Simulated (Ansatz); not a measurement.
# Ir (P6_3/mmc) in Ansatz: reference runs

Reference runs on Ir: the cell as given and a disturbed copy.

Everything below comes from runs of Ansatz 0.2.0. Logs are shortened: lines on timing, memory, paths and dates and some standing lists are left out, and cuts for length are marked.

## (1) Starting point

It takes space group P6_3/mmc (No. 194, hexagonal). Conventional cell: a = 2.751 Å, b = 2.751 Å, c = 4.462 Å, α = 90.00°, β = 90.00°, γ = 120.00°. Ir (site symmetry -6m2) is surrounded by 12 Ir at 2.74 to 2.75 Å.

This isn't the form of Ir at room conditions, which is fcc.

## (2) Single point, PBEsol

Input file input.yaml:

```yaml
crystal:
  lattice:
    - [2.7513778946, 0.0, 0.0]
    - [-1.3756889473, 2.3827631521, 0.0]
    - [0.0, 0.0, 4.46229]
  atoms:
    - { symbol: Ir, position: [0.3333333333, 0.6666666667, 0.25] }
    - { symbol: Ir, position: [0.6666666667, 0.3333333333, 0.75] }
hamiltonian:
  xc: pbesol
  pseudopotentials: { kind: paw }
kpoints:
  mp_grid: { grid: [11, 11, 6] }
scf:
  occupations: { method: fermi_dirac, width: 0.05 }
output:
  forces: true
  stress: true
  eigenvalues: true
  write_density: true
  write_potential: true
  elf: true
  volumetric_format: npy
```

Potentials or basis: Ansatz PAW.

On the command line:

```bash
ansatz run input.yaml --threads 2 --pin off --max-ram 5632MiB --backend cpu --events-out ev --progress --plain --runs-dir out
```

Log:

```text
Warning: RAYON_NUM_THREADS=2 ignored (pool sized by the plan → 2); use --threads N
Engine: ansatz 0.2.0, x86_64-unknown-linux-gnu
Pseudopotentials: kind: paw
Pseudopotential: Ir, paw, valence charge 17, recommended cutoff 420 eV (normal), Ir.paw.azcp
Functional definition: PBEsol
  exchange = pbesol_x
  correlation = pbesol_c
Crystal: 2 atoms, lattice volume = 29.254 Å³
Basis set: ecut = 420 eV, 573 PW (Γ), exchange–correlation on 40×40×60 points (8 copies of the dense FFT grid, shifted against one another)
Bands: 21, of which v1, the nominal top of the filled ones, is band 17 counted from 1 (16 counted from 0)
Symmetry: 24 space group operations
Space group: P63/mmc (ITA 194), of the structure as read, at distance tolerance 3.1e-5 Å
k-points: 64 of 726
Non-local potential: Ir, projectors of the file, l = 0: 3, l = 1: 2, l = 2: 2, l = 3: 1
PAW form: soft (Blöchl's): semilocal exchange-correlation on the pseudo side does not see the compensation charge
PAW frozen core: Ir, regenerated for the run's functional, and the local potential with it (the file was generated under x = pbe(κ = 0.804, μ = 0.2195149727645171), c = pbe(β = 0.06672455060314922))
PAW one-centre angular grid: Ir, 590 points (default); XC on 64 Gauss nodes
Initial density: superposition of atomic densities (neutral atoms: chi_scale 0, normalization atom), corrected by the library's trained network
Initial wavefunctions: pseudopotential atomic-orbital guess
Functional: x = pbesol(κ = 0.804, μ = 0.12345679012345678), c = pbesol(β = 0.046)
SCF iter   1: F=—  HF=-23597.858649 eV  |F-HF|=—  |Δ(HF+E_count)|=         —  Δρ=1.14e-2  dr2=2.00e-2  ethr=1.77e-3  ⟨swp⟩=4.8  Hψ=5260  notcnv=0
preconditioner: auto → none  [metal: Δε(μ)=0.017 eV  Ē_g=7.768 eV  σ=0.050 eV  W_gap=0.08  n_scr=8 (ndim 8)  ℏωp=29.1 eV  f_vac=0.000  D(μ)=3.15/eV (n_scr^D=36)  sad-step TF]
SCF iter   2: F=—  HF=-23597.857320 eV  |F-HF|=—  |Δ(HF+E_count)|=   1.33e-3  Δρ=6.45e-3  dr2=6.43e-3  ethr=5.88e-5  ⟨swp⟩=1.2  Hψ=1890  notcnv=0
SCF iter   3: F=—  HF=-23597.856442 eV  |F-HF|=—  |Δ(HF+E_count)|=   8.77e-4  Δρ=3.60e-4  dr2=1.80e-5  ethr=1.89e-5  ⟨swp⟩=2.0  Hψ=1878  notcnv=0
SCF iter   4: F=—  HF=-23597.856467 eV  |F-HF|=—  |Δ(HF+E_count)|=   2.48e-5  Δρ=4.81e-5  dr2=5.73e-7  ethr=5.28e-8  ⟨swp⟩=2.0  Hψ=1928  notcnv=0
iter 5 did not close the SCF: its close was put off for the readings that it lacked (scf_convergence_deferred on its scf_iter line)
SCF iter   5: F=-23597.856467 eV  HF=-23597.856467 eV  |F-HF|=1.04e-9  |Δ(HF+E_count)|=   1.62e-7  Δρ=6.11e-6  dr2=3.73e-9  ethr=1.69e-9  ⟨swp⟩=2.3  Hψ=2177  notcnv=0
SCF iter   6: F=-23597.856467 eV  HF=-23597.856467 eV  |F-HF|=1.82e-11  |Δ(HF+E_count)|=  2.26e-10  Δρ=7.82e-7  dr2=7.55e-11  ethr=1.10e-11  ⟨swp⟩=4.4  Hψ=7070  notcnv=0
SCF 1 converged in 6 iterations: F = -23597.856467 eV  dr2 = 7.55e-11
SCF converged after 6 iterations
Free energy (F): -23597.856467 eV
Harris-Foulkes:  -23597.856467 eV  (|F-HF|=1.82e-11)
Internal energy: -23597.831218 eV  (E = F + TS)
E sigma→0 (E₀):  -23597.843842 eV
Entropy (-TS):   -0.025249 eV (-12.624 meV/atom)
Fermi energy:    24.688313 eV
--- Per-component energies (eV) ---
  E_band       = -201.529772
  E_kinetic    = 1243.626304
  E_local      = -2209.647119  (includes V_loc(G=0)·N_el)
  E_nonlocal   = 151.410513
  E_hartree    = 839.806230
  E_xc         = -531.883847
  E_vxc        = -597.913875  (∫ρ·V_xc dr)
  E_paw        = -18177.148994  (= ΣΔE_a)
  E_vpaw       = -468.617728  (= ΣTr[D̂ρ^β])
  E_aug_tail   = 0.000106  (compensation charges beyond the density's cutoff)
  E_ewald      = -4914.524980
  E_core_change = 0.530570  (= ΣΔE_core)
  E_smearing   = -0.025249  (= −TS)
  E_closure    = -0.000000  (closes the sum)
  Σ components = -23597.856467   (vs F -23597.856467, Δ=0.00e0)
--- Forces (eV/Å), atoms counted from 1 ---
  atom   1  Ir    -0.00000000     0.00000000     0.00000000
  atom   2  Ir     0.00000000    -0.00000000     0.00000000
  max |Σ_I F_I| component: 1.85e-17 eV/Å
--- Stress (GPa, compression-positive) ---
      -12.173927      -0.000000       0.000000
       -0.000000     -12.173927       0.000000
        0.000000       0.000000     -12.706769
  P = ⅓ Tr σ = -12.3515 GPa (-123.515 kbar)
--- Band table (eV; the first three rows and the last of 64) ---
  k-point 0: bands = ["-68.1969", "-68.1388", "-25.4027", "-24.7768", "-24.7768", "-24.6877", "-24.6730", "-24.6730", "13.7594", "16.8200", "20.9261", "21.0288", "21.0288", "21.6572", "21.6572", "22.4225", "22.4225", "23.9035", "24.9656", "24.9656", "31.4500"]
  k-point 1: bands = ["-68.1930", "-68.1427", "-25.3566", "-24.7699", "-24.7699", "-24.7374", "-24.6800", "-24.6800", "14.0614", "16.8246", "20.7898", "20.9122", "20.9122", "21.5075", "21.5075", "22.7715", "22.7715", "22.8750", "24.9488", "24.9488", "32.9406"]
  k-point 2: bands = ["-68.1824", "-68.1534", "-25.2292", "-24.8718", "-24.7509", "-24.7509", "-24.6990", "-24.6990", "14.8931", "16.6674", "20.5014", "20.8134", "20.8134", "21.1872", "21.1872", "21.2480", "23.5033", "23.5033", "24.7606", "24.7606", "36.0043"]
  k-point 63: bands = ["-68.1276", "-68.1276", "-25.2576", "-25.2576", "-25.0701", "-25.0701", "-24.8172", "-24.8172", "18.4539", "18.4539", "19.5685", "19.5685", "20.6909", "20.6909", "22.4879", "22.4879", "25.0593", "25.0593", "30.9131", "30.9131", "32.3052"]
```

Wall time 3 s (2 threads of AMD EPYC, shared host); peak memory 0.37 GiB.

Results:

```yaml
Free_energy: -23597.8565 eV
Pressure: -12.4 GPa
Band_gap_on_the_k_mesh: none (metal or under the smearing width)
```

Stress tensor (GPa, compression positive):
```
-12.17   0.00   0.00
  0.00 -12.17   0.00
  0.00   0.00 -12.71
```

Caveat: the PAW data sets come from PBE, with cores solved anew for the run's functional, which leaves a small shift of forces and pressure.

## (3) Single point, PBEsol (atoms moved at random, drawn with an rms of 0.05 Å)

Changes to input.yaml since step 2:

```diff
@@ -6,4 +6,4 @@
   atoms:
-    - { symbol: Ir, position: [0.3333333333, 0.6666666667, 0.25] }
-    - { symbol: Ir, position: [0.6666666667, 0.3333333333, 0.75] }
+    - { symbol: Ir, position: [0.344451, 0.661321, 0.257131] }
+    - { symbol: Ir, position: [0.649033, 0.34504, 0.746499] }
 hamiltonian:
```

Potentials or basis: Ansatz PAW.

On the command line:

```bash
ansatz run input.yaml --threads 2 --pin off --max-ram 5632MiB --backend cpu --events-out ev --progress --plain --runs-dir out
```

Log:

```text
Warning: RAYON_NUM_THREADS=2 ignored (pool sized by the plan → 2); use --threads N
Engine: ansatz 0.2.0, x86_64-unknown-linux-gnu
Pseudopotentials: kind: paw
Pseudopotential: Ir, paw, valence charge 17, recommended cutoff 420 eV (normal), Ir.paw.azcp
Functional definition: PBEsol
  exchange = pbesol_x
  correlation = pbesol_c
Crystal: 2 atoms, lattice volume = 29.254 Å³
Basis set: ecut = 420 eV, 573 PW (Γ), exchange–correlation on 40×40×60 points (8 copies of the dense FFT grid, shifted against one another)
Bands: 21, of which v1, the nominal top of the filled ones, is band 17 counted from 1 (16 counted from 0)
Symmetry: 2 space group operations
[... 32 lines left out ...]
  E_vxc        = -597.974920  (∫ρ·V_xc dr)
  E_paw        = -18177.190792  (= ΣΔE_a)
  E_vpaw       = -468.673118  (= ΣTr[D̂ρ^β])
  E_aug_tail   = 0.000113  (compensation charges beyond the density's cutoff)
  E_ewald      = -4912.148681
  E_core_change = 0.530570  (= ΣΔE_core)
  E_smearing   = -0.024088  (= −TS)
  E_closure    = 0.000000  (closes the sum)
  Σ components = -23597.816081   (vs F -23597.816081, Δ=0.00e0)
--- Forces (eV/Å), atoms counted from 1 ---
  atom   1  Ir    -0.48217351     0.19906750    -0.53315952
  atom   2  Ir     0.48217351    -0.19906750     0.53315952
  max |Σ_I F_I| component: 0.00e0 eV/Å
--- Stress (GPa, compression-positive) ---
      -11.282722      -0.615789       1.153229
       -0.615789     -11.941192      -0.516380
        1.153229      -0.516380     -11.079486
  P = ⅓ Tr σ = -11.4345 GPa (-114.345 kbar)
--- Band table (eV; the first three rows and the last of 364) ---
  k-point 0: bands = ["-68.1965", "-68.1360", "-25.4165", "-24.8017", "-24.7465", "-24.6851", "-24.6715", "-24.6685", "13.7593", "16.8165", "20.8271", "20.9717", "21.0917", "21.5421", "21.7768", "22.1664", "22.7782", "23.9178", "24.6093", "25.2946", "31.4412"]
  k-point 1: bands = ["-68.1926", "-68.1399", "-25.3704", "-24.7958", "-24.7422", "-24.7318", "-24.6772", "-24.6761", "14.0610", "16.8203", "20.7001", "20.8740", "20.9631", "21.3937", "21.6470", "22.4847", "22.9073", "23.0985", "24.6741", "25.1898", "32.9222"]
  k-point 2: bands = ["-68.1823", "-68.1503", "-25.2447", "-24.8731", "-24.7659", "-24.7286", "-24.6995", "-24.6892", "14.8906", "16.6644", "20.4252", "20.8165", "20.8285", "21.0894", "21.2310", "21.3460", "23.2653", "23.7538", "24.6796", "24.8137", "35.9270"]
  k-point 363: bands = ["-68.1451", "-68.1192", "-25.2840", "-25.1918", "-25.0710", "-24.9369", "-24.8273", "-24.7830", "17.2226", "17.8911", "18.6260", "19.9542", "20.8184", "21.8023", "22.3561", "24.3753", "24.9973", "25.2551", "26.3140", "30.1663", "31.6756"]
```

rho_z.tsv:

```text
# z_ang	rho[e/angstrom^3]
# format = ansatz-planar-average/11
# lattice	2.751377895	0.000000000	0.000000000
# lattice	-1.375688947	2.382763152	0.000000000
# lattice	0.000000000	0.000000000	4.462290000
# sites	2
# site	77	0.037942877	1.575771311	1.147393090
# site	77	1.311067335	0.822148598	3.331095023
0.000000	3.411891e-1
0.148743	3.670503e-1
0.297486	4.654870e-1
0.446229	6.868157e-1
0.594972	1.056424e0
0.743715	1.505024e0
[... 22 lines left out ...]
4.164804	4.825797e-1
4.313547	3.736217e-1
```

v_z.tsv:

```text
# z_ang	v_es[eV]	v_tot[eV]
# format = ansatz-planar-average/11
# xc	pbesol
# density_cutoff_ev	1680
# datasets	Ir=:simpson_from_first_knot:soft:shift=-882491
# lattice	2.751377895	0.000000000	0.000000000
# lattice	-1.375688947	2.382763152	0.000000000
# lattice	0.000000000	0.000000000	4.462290000
# sites	2
# site	77	0.037942877	1.575771311	1.147393090
# site	77	1.311067335	0.822148598	3.331095023
0.000000	2.356904e1	1.228970e1
0.148743	2.287977e1	1.142538e1
0.297486	2.041250e1	8.348129e0
0.446229	1.629680e1	3.193598e0
0.594972	1.144592e1	-2.968732e0
0.743715	6.863681e0	-8.850952e0
[... 22 lines left out ...]
4.164804	2.003236e1	7.874099e0
4.313547	2.270310e1	1.120449e1
```

Run time: 15 s. Hardware: 2 threads of AMD EPYC, shared host; peak memory 0.51 GiB.

What came out:

```yaml
Free_energy: -23597.8161 eV
Pressure: -11.4 GPa
Largest_force: 0.746 eV/Å
Band_gap_on_the_k_mesh: none (metal or under the smearing width)
```

Forces on the atoms (eV/Å):
```
Ir  -0.482  0.199 -0.533
Ir   0.482 -0.199  0.533
```

Stress tensor (GPa, compression positive):
```
-11.28  -0.62   1.15
 -0.62 -11.94  -0.52
  1.15  -0.52 -11.08
```

Caveat: the PAW data sets come from PBE, with cores solved anew for the run's functional, which leaves a small shift of forces and pressure. Spin-orbit coupling is left out, which matters for the levels of Ir.
